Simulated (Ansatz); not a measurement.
LiF (Griceite) in Ansatz: the effect of functional

LiF (Griceite):

```
F Li
1.0
     0.00000    2.04050    2.04050
     2.04050    0.00000    2.04050
     2.04050    2.04050    0.00000
F Li
1 1
Direct
  0.50000 0.50000 0.50000
  0.00000 0.00000 0.00000
```

The cell isn't the ideal one: volume scaled by 1.04.

Alike in all runs:

| Item | Value |
| --- | --- |
| Program | Ansatz 0.2.0 |
| Task | single point |
| Potentials or basis | Ansatz PAW |
| k mesh | 11 × 11 × 11 |
| Occupations | fermi-dirac, width 0.05 eV |
| Spin | no spin polarisation |

Q: One run gave: gap on the mesh 8.50 eV; pressure -8.5 GPa. Which functional did it use?
A. r2SCAN
B. LDA
C. PBEsol

A: B.

```tsv
functional	cutoff	gap on the mesh (eV)	pressure (GPa)
LDA	420 eV (not typed: the program's choice for these potentials)	8.50	-8.5
PBEsol	420 eV (not typed: the program's choice for these potentials)	8.58	-3.5
r2SCAN	500 eV (not typed: the program's choice for these potentials)	9.70	-4.5
```

Caveats: odd divisions of the mesh miss points on the zone boundary, where band edges often lie, so the gap on the mesh can be too wide; the PAW data sets come from PBE, with cores solved anew for the run's functional, which leaves a small shift of forces and pressure.

A k mesh can miss the band edges.

Runs at the PBE level aren't shown here.
